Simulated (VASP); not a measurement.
# From an Ansatz input to VASP: Si (strained diamond)

Ansatz input

```yaml
crystal:
  lattice:
    - [0.0, 2.6540659233, 2.7713727608]
    - [2.6540659233, 0.0, 2.7713727608]
    - [2.6540659233, 2.6540659233, 0.0]
  atoms:
    - { symbol: Si, position: [0.0, 0.0, 0.0] }
    - { symbol: Si, position: [0.25, 0.25, 0.25] }
kpoints:
  mp_grid: { grid: [8, 8, 8] }
  band_path:
    path:
      - [0.0, 0.0, 0.0]
      - [0.5, 0.0, 0.5]
      - [0.625, 0.25, 0.625]
      - [0.375, 0.375, 0.75]
      - [0.5, 0.5, 0.5]
      - [0.5, 0.25, 0.75]
      - [0.0, 0.421875, 0.421875]
    npoints: 1
hamiltonian:
  xc: r2scan
scf:
  occupations: { method: fixed }
  n_extra_bands: 4
output:
  forces: true
  stress: true
  eigenvalues: true
```

**Question.** Write VASP inputs for this cell and level of theory.

**Answer.** 

INCAR

```
LREAL = .FALSE.
NSW = 0
NBANDS = 11
ALGO = Normal
LASPH = .TRUE.
EDIFF = 1E-7
ISIF = 2
LCHARG = .FALSE.
ISMEAR = 0
METAGGA = R2SCAN
NELM = 120
ENCUT = 520
IBRION = -1
PREC = Accurate
LWAVE = .FALSE.
SIGMA = 0.01
```

KPOINTS

```
KPOINTS created by Atomic Simulation Environment
0
Gamma
8 8 8
0 0 0
```

KPOINTS_OPT

```
special points
7
Reciprocal
0.0000000000 0.0000000000 0.0000000000 1
0.5000000000 0.0000000000 0.5000000000 1
0.6250000000 0.2500000000 0.6250000000 1
0.3750000000 0.3750000000 0.7500000000 1
0.5000000000 0.5000000000 0.5000000000 1
0.5000000000 0.2500000000 0.7500000000 1
0.0000000000 0.4218750000 0.4218750000 1
```

POSCAR

```
Si
 1.0000000000000000
     0.0000000000000000    2.6540659233000001    2.7713727607999998
     2.6540659233000001    0.0000000000000000    2.7713727607999998
     2.6540659233000001    2.6540659233000001    0.0000000000000000
 Si
   2
Cartesian
  0.0000000000000000  0.0000000000000000  0.0000000000000000
  1.3270329616500001  1.3270329616500001  1.3856863803999999
```

VASP ran with the recommended PBE PAW datasets (8 valence electrons in the cell). Other inputs would serve too.

```
                            Ansatz     VASP
gap between bands v and c  0.46 eV  0.48 eV
         least direct gap  2.59 eV  2.60 eV
                 pressure  3.3 GPa  3.1 GPa
```

Datasets and cutoffs are each program's own. VASP's cell holds 8 valence electrons and Ansatz's 8. Ansatz's stress includes a Pulay correction; VASP's doesn't.
